## A zero next to a gap

The row that looks wrong is r4SCAN. It is a smoothed relative of SCAN and treats the same germanium crystal, yet SCAN gives a gap of 0.110 eV and r4SCAN gives exactly zero. BEEF-vdW and SOGGA report zero as well. Germanium is a semiconductor with a gap of roughly 0.7 eV, so half the rows report a metal or semimetal where there is none.

GPAW 26.7.0, Kohn-Sham DFT with PAW and plane waves (cutoff 600 eV), for diamond-structure Ge at a fixed cubic cell edge of 5.658 Å. The self-consistent runs use an 8 × 8 × 8 k mesh and Fermi-Dirac smearing of 0.05 eV. Gaps are taken along a path of special k points, with spin-orbit coupling added after self-consistency.

```csv
functional,potentials,gap on path (eV)
BEEF-vdW,GPAW-PAW-data-sets-(gpaw-data-1.2.1),0.000
SCAN,GPAW-PAW-data-sets-(gpaw-data-1.2.1),0.110
SOGGA,PAW-data-sets-made-by gpaw-setup-for-the-functional,0.000
TASK,GPAW-PAW-data-sets-(gpaw-data-1.2.1),0.732
TPSS,GPAW-PAW-data-sets-(gpaw-data-1.2.1),0.103
r4SCAN,GPAW-PAW-data-sets-(gpaw-data-1.2.1),0.000
```

The same runs also give the gap before spin-orbit coupling is added, and there no row is metallic. SOGGA starts from 0.04 eV, BEEF-vdW from 0.08 eV and r4SCAN from 0.11 eV. SCAN and TPSS both start near 0.2 eV, and TASK from 0.83 eV. The three equal zeros therefore hide three different starting points, all of them smaller than in the rows that keep a gap.

## What spin-orbit coupling takes away

The top of the valence band lies at Γ, the centre of the Brillouin zone, and is built from germanium p orbitals. With spin it holds six states. Spin-orbit coupling splits them by an energy Δ into an upper group of four and a lower group of two, and their average stays put. The four therefore rise by Δ/3 while the two sink by 2Δ/3.

The lowest conduction state at Γ is an antibonding combination of s orbitals. An s orbital has no orbital angular momentum for the spin to couple to, so this state hardly moves. The gap shrinks by the rise of the valence top alone:

gap = E₀ − Δ/3, or zero if this is negative,

where E₀ is the gap before spin-orbit coupling. For germanium Δ is roughly 0.3 eV, so the toll is about 0.1 eV, and it should depend only weakly on the functional. That takes 48 % of the SCAN gap but only 12 % of the TASK gap.

The model uses this rough value of Δ and no fitted constant. It reproduces the three open gaps to about 0.002 eV, and the computed valence tops of those rows do rise by 0.10 eV. In TASK the lowest conduction state lies away from Γ, but it too hardly moves. The agreement confirms the size of the toll in these runs; it does not show that E₀ is right. The printed output below gives the comparison row by row.

## Why the answer can be exactly zero

If E₀ is smaller than the toll, the fourfold p level ends up above the s level. The s level then fills, and only two electrons remain for the four p states. Cubic symmetry keeps these four at one energy, so filled and empty states touch there. The gap is then zero however far the levels have crossed, and the printed value no longer tells how wrong the functional is.

SOGGA and BEEF-vdW are both cases of such an inversion: in their computed levels at Γ with spin-orbit coupling, the s level lies below the p level. The model puts the distance at about 0.06 eV in SOGGA. BEEF-vdW is marginal at 0.02 eV, and a toll smaller by just over one fifth would leave it open. That matters because the runs carry a warning that their spin-orbit splittings are too wide, so the inversion in BEEF-vdW might not survive a more accurate splitting. The model distances are also less certain than the order of the levels. The toll was checked only on meta-GGA rows, whose spin-orbit step leaves out the exchange-correlation potential, whereas SOGGA and BEEF-vdW include it.

## The r4SCAN zero, worked through

Before spin-orbit coupling r4SCAN has a gap of 0.1145 eV. Subtracting 0.100 eV leaves 0.0145 eV, which is small but positive. By this estimate the levels have not crossed, and the table should show a narrow gap.

The Fermi level offers an explanation. The calculation spreads the occupations over a width of 0.05 eV, more than three times the gap that is left, so the Fermi level need not fall inside it. In r4SCAN it lies 0.004 eV above the conduction minimum found before spin-orbit coupling. A program that looks for bands crossing the Fermi level would then report a metal, and the zero is probably an artefact of this kind.

A Fermi level above the old conduction minimum is not proof by itself, because all three zero rows have one. Its exact height says more. Smearing must leave as many empty places in the valence states as it puts electrons into the conduction states, so the Fermi level depends on where the p level sits. With the p level raised by about 0.10 eV, this balance is expected to give Fermi levels close to the printed ones. This points to crossed levels in SOGGA and BEEF-vdW but not in r4SCAN. The computed levels at Γ with spin-orbit coupling settle the matter: the p level lies above the s level in SOGGA and BEEF-vdW, and below it in r4SCAN. The r4SCAN zero therefore does not come from an inversion. The same look at the levels is worth taking whenever a reported zero meets an expected gap smaller than the smearing width.

## Why the starting gap is too small

Spin-orbit coupling only exposes a weakness that is already there. A GGA such as SOGGA uses one local potential for filled and empty states alike. The exact theory adds a jump in that potential when an electron is added, and this jump belongs to the true gap. The GGA band gap lacks it and comes out too small.

A meta-GGA also depends on the kinetic energy density of the orbitals. In practice its potential then acts differently on different orbitals, and part of the missing jump enters the bands. TASK was designed to strengthen this dependence, which fits its lead of 0.62 eV over SCAN before spin-orbit coupling. This explanation comes from theory, as the table has no row that isolates the effect.

The class of functional is only a rough guide. Before spin-orbit coupling the gap of SCAN lies 0.10 eV above that of r4SCAN, while r4SCAN lies only 0.03 eV above BEEF-vdW. The PAW data sets differ too: only those of SOGGA were made for the functional itself, which blurs the comparison of its gap with the others. Where the gap is as small as the spin-orbit toll, a change of detail within one family can decide whether a program reports a semiconductor or a metal.

## An open gap can still mislead

SCAN and TPSS place the conduction minimum at Γ, whereas in real germanium it lies at L, on the zone boundary. This matters for any prediction of electron transport, because electrons at Γ are much lighter than those at L. Both runs also carry a warning that a gap this small on the k mesh may close between its points. The path gives the same gaps as the mesh, but it too samples only some lines of the zone.

TASK, at 0.73 eV, comes close to the measured gap. Its smallest direct gap, however, is only 0.005 eV wider than its indirect one, while in nature the two differ by more than 0.1 eV. One matching number does not show that the conduction band has the right shape.

The shared cell flatters some rows too. It is under a pressure of 2.6 GPa in TPSS and 3.6 GPa in TASK, so both functionals would prefer a larger crystal. The direct gap of germanium falls on expansion, by roughly 0.1 eV for each GPa released. Relaxing the cell could therefore close the TPSS gap and take some tenths of an eV from TASK.

Silicon and grey tin show where the same reasoning leads. Silicon has a much smaller Δ, so the toll hardly matters. Grey tin has a larger Δ and a lower s level, and there the inversion is real.

The analysis program printed:

```
Gaps in eV:
       row  gap before spin-orbit  signed gap from model  model gap  computed gap  model less computed
  BEEF-vdW                0.07988               -0.02012          0             0                    0
      SCAN                  0.211                  0.111      0.111          0.11             0.001039
     SOGGA                0.03708               -0.06292          0             0                    0
      TASK                 0.8341                 0.7341     0.7341         0.732             0.002084
      TPSS                  0.203                  0.103      0.103         0.103              2.4e-05
    r4SCAN                 0.1145                0.01451    0.01451             0              0.01451
Fermi level with spin-orbit less conduction minimum without it, eV:
       row  difference
  BEEF-vdW     0.03339
      SCAN    -0.04802
     SOGGA     0.02018
      TASK     -0.3922
      TPSS    -0.06727
    r4SCAN    0.004339
Rise of the valence top in SCAN, eV: 0.1016
Rise of the valence top in TASK, eV: 0.1014
Rise of the valence top in TPSS, eV: 0.1002
Full splitting implied by the mean rise, eV: 0.3032
Largest model miss among rows with a gap, eV: 0.002084
Share of the SCAN gap removed by spin-orbit, percent: 47.88
Share of the TASK gap removed by spin-orbit, percent: 12.24
Reduction of the 0.10 eV rise that would leave BEEF-vdW open, percent: 20.12
Reduction of the 0.10 eV rise that would leave SOGGA open, percent: 62.92
SCAN less r4SCAN before spin-orbit, eV: 0.09653
r4SCAN less BEEF-vdW before spin-orbit, eV: 0.03463
TASK less SCAN before spin-orbit, eV: 0.623
TASK direct less indirect gap, eV: 0.0045
Rough loss of the direct gap on relaxing the cell, SCAN, eV: 0.04782
Rough loss of the direct gap on relaxing the cell, TPSS, eV: 0.3074
Rough loss of the direct gap on relaxing the cell, TASK, eV: 0.4348
```
